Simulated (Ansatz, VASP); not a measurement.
NaF: VASP beside Ansatz

```
Na F
1.0
     0.00000    2.32330    2.32330
     2.32330    0.00000    2.32330
     2.32330    2.32330    0.00000
Na F
1 1
Cartesian
  0.0000 0.0000 0.0000
  2.3233 2.3233 2.3233
```

Alike in both runs: task relaxation of cell and atoms; functional PBE; k mesh 8 × 8 × 8; occupations gaussian, width 0.02 eV; no spin polarisation.

|  | VASP | Ansatz |
| --- | --- | --- |
| version | VASP 6.6.1 | Ansatz 0.2.0 |
| potentials or method | VASP PAW PBE potentials, release 64 (Na_pv, F) | scalar-relativistic, plane waves, PAW |
| plane-wave cutoff (eV) | 600 | 420 |
| valence electrons in the cell | 14 | 16 |

|  | VASP | Ansatz | Ansatz less VASP |
| --- | --- | --- | --- |
| gap on the k mesh at the Fermi level, each at its own relaxed structure (eV) | 6.10 | 6.09 | -0.008 |
| relaxed volume (Å³/atom) | 12.92 | 12.98 | +0.054 |
| relaxed cell length with the largest relative difference (Å) | 3.319 | 3.323 | +0.0047 |
| energy change over the relaxation (meV/atom) | -2 | -2 | -0.7 |

The two sets of potentials don't hold the same shells in valence.

PBE usually gives volumes a little too large and moduli too small. Zero-point motion and thermal expansion aren't in these numbers.
